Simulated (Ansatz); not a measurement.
Is this La2O3 structure stable?

It was relaxed at this level from a Materials Project cell.

All numbers below come from DFT PBE, scalar-relativistic, plane waves, PAW (Ansatz 0.2.0). Settings of the last relaxation (5-atom cell): 420 eV, 6×6×4 k points, Gaussian smearing of 0.02 eV, no spin polarisation.

```xyz
5
Lattice="3.9404 0.0000 0.0000 -1.9702 3.4125 0.0000 0.0000 0.0000 6.1875" Properties=species:S:1:pos:R:3 pbc="T T T"
La    1.9702    1.1375    4.6569
La    0.0000    2.2750    1.5306
O     1.9702    1.1375    2.1947
O     0.0000    2.2750    3.9928
O     0.0000    0.0000    0.0000
```

Formation energies are uncorrected and refer to the elements' standard structures at the same level (O₂ as a molecule).

Question: These tests were run: energy against the elements; random kick, then relaxation without symmetry; phonons on a 2×2×1 q mesh. What do they show?

Answer:

```
                                         test                                                                                   result
                  energy against the elements                                                                           −3.394 eV/atom
random kick, then relaxation without symmetry                                                                                  returns
                    phonons on a 2×2×1 q mesh  no imaginary mode on the mesh, but the interpolation dips to 9i cm⁻¹ between its points
```

It fails none of these tests. Competing phases weren't compared here.

The kick test ran on a coarse mesh. The run for the phonons used a 6×6×4 k mesh.
